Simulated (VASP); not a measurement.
The system is AlAs.

```
Al As
1.0
     0.00000    2.84088    2.84088
     2.84088    0.00000    2.84088
     2.84088    2.84088    0.00000
Al As
1 1
Direct
  0.00000 0.00000 0.00000
  0.25000 0.25000 0.25000
```

Base run:

| Quantity | Value |
| --- | --- |
| Program | VASP 6.6.1 |
| Functional | PBE0 |
| Potentials or basis | VASP PAW PBE potentials, release 64 (Al, As) |
| Cutoff | 520 eV |
| k mesh | 8 × 8 × 8 |
| Occupations | gaussian, width 0.03 eV |
| Spin | no spin polarisation |

Its results: band gap on the k mesh 2.75 eV, indirect (least direct gap 3.45 eV); pressure -0.3 GPa.

The run is repeated on the same cell with these changes: functional from PBE0 to HSE06. What comes out?

Band gap on the k mesh 2.12 eV, indirect (least direct gap 2.85 eV); pressure -0.2 GPa.

Caveats: the PAW data sets were made with another functional, which shifts forces and pressure a little.
